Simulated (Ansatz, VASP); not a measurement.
TiNi in VASP and in Ansatz

The input INCAR:

```
SYSTEM = TiNi
PREC = Accurate
ENCUT = 520
EDIFF = 1E-7
ISMEAR = -1
SIGMA = 0.05
LREAL = .False.
LASPH = .True.
NELM = 150
ALGO = Normal
ISIF = 2
LWAVE = .False.
LCHARG = .False.
ISPIN = 2
MAGMOM = 1 1
LORBIT = 11
LMAXMIX = 4
GGA = PS
NBANDS = 22
```

The input KPOINTS:

```
regular mesh
0
Gamma
  9 9 9
  0 0 0
```

Contents of POSCAR:

```
TiNi
1.0
    2.9880661300      0.0000000000      0.0000000000
    0.0000000000      2.9880661300      0.0000000000
    0.0000000000      0.0000000000      2.9880661300
Ni Ti
1 1
Direct
    0.0000000000      0.0000000000      0.0000000000
    0.5000000000      0.5000000000      0.5000000000
```

Contents of input.yaml:

```yaml
crystal:
  lattice:
    - [2.98806613, 0.0, 0.0]
    - [0.0, 2.98806613, 0.0]
    - [0.0, 0.0, 2.98806613]
  atoms:
    - { symbol: Ni, position: [0.0, 0.0, 0.0], spin: 1.0 }
    - { symbol: Ti, position: [0.5, 0.5, 0.5], spin: 1.0 }
hamiltonian:
  xc: pbesol
  pseudopotentials: { kind: paw }
magnetization:
  spin_polarized: true
kpoints:
  mp_grid: { grid: [9, 9, 9] }
scf:
  occupations: { method: fermi_dirac, width: 0.05 }
output:
  forces: true
  stress: true
  eigenvalues: true
  write_density: true
  write_potential: true
  elf: true
  volumetric_format: npy
```

The cell comes from a database or a generator and needn't be the stable form of this composition.

Alike in both runs: task single point; functional PBEsol; k mesh 9 × 9 × 9; occupations fermi-dirac, width 0.05 eV; collinear spin, ferromagnetic start.

```csv
,VASP,Ansatz
version,VASP 6.6.1,Ansatz 0.2.0
potentials or method,"VASP PAW PBE potentials, release 64 (Ni, Ti_sv)",Ansatz PAW
plane-wave cutoff (eV),520,420
valence electrons in the cell,22,30
```

Ansatz gave:

- gap on the k mesh at the Fermi level (eV): none
- pressure (GPa): -3.1
- net moment per atom (μB): 0.00

Task: Estimate VASP's values.

Result: gap on the k mesh at the Fermi level (eV): none; pressure (GPa): -3.2; net moment per atom (μB): 0.00.

A gap of «none» marks a metal or a gap that the smearing closes. The two sets of potentials don't hold the same shells in valence.

Caveats: the PAW data sets were made with another functional, which shifts forces and pressure a little (VASP); the PAW data sets come from PBE, with cores solved anew for the run's functional, which leaves a small shift of forces and pressure (Ansatz); the starting moments weren't kept (Ansatz).
